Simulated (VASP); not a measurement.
# TlBr (Pm-3m) in VASP: notebook

One crystal, TlBr, is run at these levels: PBE+D3(BJ); tasks: single point, relaxation of cell and atoms.

All numbers are computed with VASP 6.6.1; they aren't measurements. Logs are shortened: lines on timing, memory, paths and dates and some standing lists are left out, and cuts for length are marked.

### Step 1. The structure

Symmetry: Pm-3m, No. 221, cubic system. Conventional cell: a = 3.980 Å, b = 3.980 Å, c = 3.980 Å, α = 90.00°, β = 90.00°, γ = 90.00°. Tl (site symmetry m-3m) has 8 Br at 3.45 Å as nearest neighbours. Br (site symmetry m-3m) is surrounded by 8 Tl at 3.45 Å.

### Step 2. Single point, PBE+D3(BJ)

The input, INCAR:

```
ALGO = Normal
EDIFF = 1E-7
ENCUT = 520
GGA = PE
ISIF = 2
ISMEAR = 0
IVDW = 12
LASPH = T
LCHARG = F
LREAL = F
LWAVE = F
NBANDS = 17
NELM = 100
PREC = Accurate
SIGMA = 0.02
```

The input, KPOINTS:

```
k-points
0
Gamma
  8 8 8
```

The input, POSCAR:

```
TlBr
1.0
    3.9800000000      0.0000000000      0.0000000000
    0.0000000000      3.9800000000      0.0000000000
    0.0000000000      0.0000000000      3.9800000000
Tl Br
1 1
Direct
    0.0000000000      0.0000000000      0.0000000000
    0.5000000000      0.5000000000      0.5000000000
```

Potentials or basis: VASP PAW PBE potentials, release 64 (Tl_d, Br).

Command:

```bash
$ cat potpaw_PBE.64/Tl_d/POTCAR potpaw_PBE.64/Br/POTCAR > POTCAR
$ mpirun -np 1 vasp_std > vasp.out
```

OUTCAR:

```text
EDIFF = 1E-7
   ENCUT = 520
   GGA = PE
   ISIF = 2
   ISMEAR = 0
   IVDW = 12
   LASPH = T
   LREAL = F
   NELM = 100
   PREC = Accurate
 IVDW          = 12

 ion  position               nearest neighbor table
   1  0.000  0.000  0.000-   2 3.45   2 3.45   2 3.45   2 3.45   2 3.45   2 3.45   2 3.45   2 3.45

   2  0.500  0.500  0.500-   1 3.45   1 3.45   1 3.45   1 3.45   1 3.45   1 3.45   1 3.45   1 3.45

  LATTYP: Found a simple cubic cell.
 ALAT       =     3.9800000000

  Lattice vectors:

 A1 = (   3.9800000000,   0.0000000000,   0.0000000000)
 A2 = (   0.0000000000,   3.9800000000,   0.0000000000)
 A3 = (   0.0000000000,   0.0000000000,   3.9800000000)

Analysis of symmetry for initial positions (statically):
=====================================================================
 Subroutine PRICEL returns:
 Original cell was already a primitive cell.

 Routine SETGRP: Setting up the symmetry group for a
 simple cubic supercell.

 Subroutine GETGRP returns: Found 48 space group operations
 (whereof 48 operations were pure point group operations)
 out of a pool of 48 trial point group operations.

The static configuration has the point symmetry O_h .

Analysis of symmetry for dynamics (positions and initial velocities):
=====================================================================
 Subroutine PRICEL returns:
 Original cell was already a primitive cell.

 Routine SETGRP: Setting up the symmetry group for a
 simple cubic supercell.

 Subroutine GETGRP returns: Found 48 space group operations
 (whereof 48 operations were pure point group operations)
 out of a pool of 48 trial point group operations.

The dynamic configuration has the point symmetry O_h .

 Subroutine INISYM returns: Found 48 space group operations
 (whereof 48 operations are pure point group operations),
 and found     1 'primitive' translations

----------------------------------------------------------------------------------------

                                     Primitive cell

  volume of cell :      63.0448

  direct lattice vectors                    reciprocal lattice vectors
     3.980000000  0.000000000  0.000000000     0.251256281  0.000000000  0.000000000
     0.000000000  3.980000000  0.000000000     0.000000000  0.251256281  0.000000000
     0.000000000  0.000000000  3.980000000     0.000000000  0.000000000  0.251256281

  length of vectors
     3.980000000  3.980000000  3.980000000     0.251256281  0.251256281  0.251256281
[... 81 lines left out ...]
   EDIFF  = 0.1E-06   stopping-criterion for ELM
   LREAL  =      F    real-space projection
   EDIFFG = 0.1E-05   stopping-criterion for IOM
   NSW    =      0    number of steps for IOM
   IBRION =     -1    ionic relax: 0-MD 1-quasi-New 2-CG
   NFREE  =      0    steps in history (QN), initial steepest desc. (CG)
   ISIF   =      2    stress and relaxation
   ISYM   =      2    0-nonsym 1-usesym 2-fastsym
   POTIM  = 0.5000    time-step for ionic-motion
   TEBEG  =    0.0;   TEEND  =   0.0 temperature during run
   PSTRESS=    0.0 pullay stress
   NELECT =      20.0000    total number of electrons
   NUPDOWN=      -1.0000    fix difference up-down
   EMIN   =  10.00;   EMAX   =-10.00  energy-range for DOS
   EFERMI =   0.00;   METHOD = LEGACY
   ISMEAR =     0;   SIGMA  =   0.02  broadening in eV -4-tet -1-fermi 0-gaus
   EFERMI_NEDOS =   21; number of points for ismear=-14 and -15
   IALGO  =     38    algorithm
   IMIX   =      4    mixing-type and parameters
     AMIX     =   0.40;   BMIX     =  1.00
     AMIX_MAG =   1.60;   BMIX_MAG =  1.00
  volume/ion in A,a.u.               =      31.52       212.72
  Fermi-wavevector in a.u.,A,eV,Ry     =   1.116525  2.109926 16.961403  1.246628
  Thomas-Fermi vector in A             =   2.253140
   LORBIT       =      0    0 simple, 1 ext, 2 COOP (PROOUT), +10 PAW based schemes
   GGA     = PE    functional components
   LHFCALC =     F    Hartree Fock is set to
   AEXX    =    0.0000 exact exchange contribution
   IVDW    =    12    specifies the selected vdW correction
   LEPSILON=     F    determine dielectric tensor
   LRPA    =     F    only Hartree local field effects (RPA)
 non-spin polarized calculation
 Gauss-broadening in eV      SIGMA  =   0.02
  energy-cutoff  :      520.00
  volume of cell :       63.04
 maximum number of plane-waves:      1743
 NGX is ok and might be reduce to    30
   NGX = 15   NGY = 15   NGZ = 15

 number of electron      20.0000005 magnetization

 Free energy of the ion-electron system (eV)
  ---------------------------------------------------
  ext. energy  EPLUGINS =         0.00000000
  ---------------------------------------------------
  free energy    TOTEN  =        -5.53264978 eV

  energy without entropy =       -5.53264978  energy(sigma->0) =       -5.53264978

 E-fermi :   2.5359     XC(G=0):  -8.9695

 val. band max:        2.3817481255   @ k =   0.5000   0.0000   0.0000
 cond. band min:       4.2437499559   @ k =   0.5000   0.0000   0.0000
 fundamental gap:      1.8620018304
 Fermi energy:         2.5359366697

 k-point     1 :       0.0000    0.0000    0.0000
  band No.  band energies     occupation
      1     -11.3530      2.00000
      2      -7.7221      2.00000
      3      -7.7221      2.00000
      4      -7.5454      2.00000
      5      -7.5454      2.00000
      6      -7.5454      2.00000
[... 457 lines left out ...]
      4      -7.5945      2.00000
      5      -7.5643      2.00000
      6      -7.5114      2.00000
[... 9 lines left out ...]
     16      13.2888      0.00000
     17      15.0110      0.00000

 [... further k-points ...]

------------------------ aborting loop because EDIFF is reached ----------------------------------------

 Edisp (eV)   -0.54797

 E8    (eV) :    -0.2574

  FORCE on cell =-STRESS in cart. coord.  units (eV):
  Direction    XX          YY          ZZ          XY          YZ          ZX
  --------------------------------------------------------------------------------------
  -------------------------------------------------------------------------------------
  Total      -0.01313    -0.01313    -0.01313     0.00000     0.00000     0.00000
  in kB      -0.33374    -0.33374    -0.33374     0.00000     0.00000     0.00000
  external pressure =       -0.33 kB  Pullay stress =        0.00 kB

 VOLUME and BASIS-vectors are now :
 -----------------------------------------------------------------------------
  energy-cutoff  :      520.00
  volume of cell :       63.04
      direct lattice vectors                 reciprocal lattice vectors
     3.980000000  0.000000000  0.000000000     0.251256281  0.000000000  0.000000000
     0.000000000  3.980000000  0.000000000     0.000000000  0.251256281  0.000000000
     0.000000000  0.000000000  3.980000000     0.000000000  0.000000000  0.251256281

 POSITION                                       TOTAL-FORCE (eV/Angst)
 -----------------------------------------------------------------------------------
      0.00000      0.00000      0.00000         0.000000      0.000000      0.000000
      1.99000      1.99000      1.99000         0.000000      0.000000      0.000000
 -----------------------------------------------------------------------------------
    total drift:                               -0.000000     -0.000000     -0.000000

  FREE ENERGIE OF THE ION-ELECTRON SYSTEM (eV)
  ---------------------------------------------------
  free  energy   TOTEN  =        -6.0806151222 eV

  energy  without entropy=       -6.0806151222  energy(sigma->0) =       -6.08061512
```

stdout:

```text
POSCAR found type information on POSCAR TlBr
 POSCAR found :  2 types and       2 ions
 scaLAPACK will be used
 LDA part: xc-table for (Slater+PW92), standard interpolation
 POSCAR, INCAR and KPOINTS ok, starting setup
 FFT: planning ... GRIDC
 FFT: planning ... GRID_SOFT
 FFT: planning ... GRID
 WAVECAR not read
 entering main loop
```

It took 16 s on 1 thread of AMD EPYC 9R45 (Zen 5), shared host; peak memory 0.16 GiB.

What came out:

| Property | Result |
| --- | --- |
| Free energy | -6.0806 eV |
| Pressure | 0.0 GPa |
| Band gap on the k mesh | 1.86 eV, direct |
| Dispersion energy per atom | -0.274 eV |

Levels at points of the mesh, in eV from the valence-band top:
```tsv
k point	band 6	band 7	band 8	band 9	band 10	band 11	band 12	band 13	band 14	band 15
(0.00, 0.00, 0.00)	-9.93	-4.65	-1.30	-1.30	-1.30	7.02	7.02	7.23	7.23	7.23
(0.50, 0.00, 0.00)	-9.92	-5.53	-0.80	-0.80	0.00	1.86	5.77	5.77	8.01	10.42
(0.50, 0.50, 0.00)	-9.88	-3.75	-2.93	-2.93	-0.72	4.87	4.87	7.39	7.70	10.35
(0.50, 0.50, 0.50)	-9.87	-2.75	-1.92	-1.92	-1.92	2.15	2.15	2.15	12.82	12.82
```

Caveat: spin-orbit coupling is left out, which as a rule narrows the gap of such compounds by several tenths of an eV.

### Step 3. Relaxation of cell and atoms, PBE+D3(BJ)

The input, INCAR:

```
ALGO = Fast
EDIFF = 1E-6
EDIFFG = -0.005
ENCUT = 600
GGA = PE
IBRION = 2
ISIF = 3
ISMEAR = 0
IVDW = 12
LASPH = True
LCHARG = False
LREAL = False
LWAVE = False
NELM = 100
NSW = 100
PREC = Accurate
SIGMA = 0.02
```

KPOINTS is that of step 2.

POSCAR is that of step 2.

Potentials or basis: VASP PAW PBE potentials, release 64 (Tl_d, Br).

Command:

```bash
$ cat potpaw_PBE.64/Tl_d/POTCAR potpaw_PBE.64/Br/POTCAR > POTCAR
$ mpirun -np 1 vasp_std > vasp.out
```

Run time: 15 s. Hardware: 1 thread of AMD EPYC 9R45 (Zen 5), shared host; peak memory 0.17 GiB.

Results (log left out):

* Free energy: -6.0806 eV
* Pressure after relaxing: 0.0 GPa
* Band gap on the k mesh: 1.86 eV, direct
* Dispersion energy per atom: -0.274 eV

Final structure:
```
CELL_PARAMETERS angstrom
3.98000 0.00000 0.00000
0.00000 3.98000 0.00000
0.00000 0.00000 3.98000
ATOMIC_POSITIONS crystal
Tl 0.00000 0.00000 0.00000
Br 0.50000 0.50000 0.50000
```

Levels at points of the mesh, in eV from the valence-band top:
```
           k point  band 7  band 8  band 9  band 10  band 11  band 12  band 13  band 14
(0.00, 0.00, 0.00)   -4.65   -1.30   -1.30    -1.30     7.02     7.02     7.23     7.23
(0.50, 0.00, 0.00)   -5.54   -0.80   -0.80     0.00     1.86     5.77     5.77     8.01
(0.50, 0.50, 0.00)   -3.75   -2.93   -2.93    -0.72     4.87     4.87     7.39     7.70
(0.50, 0.50, 0.50)   -2.75   -1.92   -1.92    -1.92     2.15     2.15     2.15    12.82
```

Caveat: the relaxation stopped at its first step, so nothing moved; spin-orbit coupling is left out, which as a rule narrows the gap of such compounds by several tenths of an eV. PBE gaps usually lie below the measured ones, often by a third to a half.
